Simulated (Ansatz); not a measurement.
One crystal and one scan (energy against volume) at two levels, r2SCAN (plane waves to 500 eV, PAW, scalar-relativistic; Ansatz, a program for electronic structure) and PBE (plane waves to 420 eV, PAW, scalar-relativistic; Ansatz), each from its own relaxed cell and on its own mesh. The cell shown is that of r2SCAN.

GeO2 (alpha-quartz type, space group P3_121)

```xyz
9
Lattice="4.9887 0.0000 0.0000 -2.4944 4.3204 0.0000 0.0000 0.0000 5.6753" Properties=species:S:1:pos:R:3 pbc="T T T"
Ge     2.2503     0.0000     1.8918
Ge    -1.1252     1.9488     3.7835
Ge     1.3692     2.3715     0.0000
O      1.2205     1.3096     1.3815
O      3.2443     0.4022     3.2733
O      3.0183     2.6085     5.1650
O     -1.2738     3.0107     2.4020
O      0.5239     1.7118     4.2937
O      0.7499     3.9182     0.5102
```

The volume is varied about the relaxed value V₀ at fixed cell shape. The atoms relax within the cell's symmetry.

E stands for the smeared free energy. GeO2 was relaxed with its symmetry unable to fall. With the shape held, the modulus is that of even scaling; a crystal free to change shape is softer. Percentages come from the unrounded values. Both scans cover V/V₀ from 0.840 to 1.160.

Results of r2SCAN:

```
Item                                                                         Result
---------------------------------------------------------------------------  ------
Lattice constant a (Å)                                                        4.989
Lattice constant c (Å)                                                        5.675
Relaxed volume (Å³/atom)                                                      13.59
Pressure at the smallest volume (GPa)                                          10.6
Energy cost of the largest compression (meV/atom)                              62.0
Bulk modulus at fixed cell shape B₀ (third-order Birch-Murnaghan fit) (GPa)    43.1
Pressure derivative B₀′ (fit)                                                   3.9
Pressure for 5 % compression (fit) (GPa)                                        2.4
```

Task: What does PBE give for the same quantities?

Result: 
```csv
quantity,PBE,r2SCAN − PBE
Lattice constant a (Å),5.093,-0.104 (-2.1 %)
Lattice constant c (Å),5.768,-0.093 (-1.6 %)
Relaxed volume (Å³/atom),14.40,-0.81 (-5.6 %)
Pressure at the smallest volume (GPa),9.3,+1.3 (+14 %)
Energy cost of the largest compression (meV/atom),58.0,+4.0 (+6.9 %)
Bulk modulus at fixed cell shape B₀ (third-order Birch-Murnaghan fit) (GPa),39.5,+3.6 (+9.0 %)
Pressure derivative B₀′ (fit),3.3,+0.6 (+18 %)
Pressure for 5 % compression (fit) (GPa),2.2,+0.2 (+11 %)
```

r2SCAN gives the higher value for: pressure at the smallest volume; energy cost of the largest compression; bulk modulus at fixed cell shape B₀; pressure derivative B₀′. r2SCAN gives the lower value for: lattice constant a; lattice constant c; relaxed volume.

(A scan under strain: stresses follow from slopes of the energy per volume, elastic moduli from its curvatures.)
